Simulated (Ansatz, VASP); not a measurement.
# Two plane-wave programs on I

```
CELL_PARAMETERS angstrom
2.94016 0.00000 0.00000
0.00000 2.94016 0.00000
0.00000 0.00000 2.94016
ATOMIC_POSITIONS crystal
I 0.00000 0.00000 0.00000
```

Change from the starting cell: volume scaled by 0.68, PAW files.

Alike in both runs: task single point; functional LDA; k mesh 13 × 13 × 13; occupations fermi-dirac, width 0.05 eV; no spin polarisation.

|  | VASP | Ansatz |
| --- | --- | --- |
| version | VASP 6.6.1 | Ansatz 0.2.0 |
| potentials or method | VASP PAW LDA potentials, release 64 (I) | PAW with Ansatz's default frozen-core files, scalar-relativistic |
| plane-wave cutoff (eV) | 520 | 420 |
| valence electrons in the cell | 7 | 17 |

|  | VASP | Ansatz | Ansatz less VASP |
| --- | --- | --- | --- |
| pressure (GPa) | 34.3 | 34.1 | -0.22 |

The two sets of potentials don't hold the same shells in valence.

Caveats: so large a pressure means that the cell lies far from this level's equilibrium, or that cutoff or potentials fall short (VASP); an odd number of electrons without spin polarisation forces a metal; a magnetic or distorted state may lie lower. The runs have no spin-orbit coupling, so splittings on I are missing.
